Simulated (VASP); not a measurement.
Input of a VASP 6.6.1 run:

File INCAR:

```
SYSTEM = TiS2
  ALGO = Normal
  EDIFF = 1E-6
  EDIFFG = -0.01
  ENCUT = 600
  IBRION = 2
  ISIF = 3
  ISMEAR = 1
  LASPH = .True.
  LCHARG = .False.
  LREAL = .False.
  LWAVE = .False.
  NELM = 80
  NSW = 90
  PREC = Accurate
  SIGMA = 0.1
```

Contents of KPOINTS:

```
k-points
0
Gamma
  12 12 7
  0 0 0
```

File POSCAR:

```
TiS2
1.0
    3.4120000000      0.0000000000      0.0000000000
   -1.7060000000      2.9548786777      0.0000000000
    0.0000000000      0.0000000000      5.6950000000
Ti S
1 2
Direct
    0.0000000000      0.0000000000      0.0000000000
    0.3333333333      0.6666666667      0.2500000000
    0.6666666667      0.3333333333      0.7500000000
```

Potentials or basis: VASP PAW LDA potentials, release 64 (Ti_sv, S).

Run with:

```sh
$ cat potpaw_LDA.64/Ti_sv/POTCAR potpaw_LDA.64/S/POTCAR > POTCAR
$ mpirun -np 1 vasp_std > vasp.out
```

(1) What does it give for the band gap on the k mesh?

(2) What does it give for the space group after relaxing (to 0.05 Å)?

(3) What does it give for the relaxed volume?

## Answers

(1) none (metal or under the smearing width).

(2) P-3m1 (No. 164).

(3) 17.27 Å³/atom.
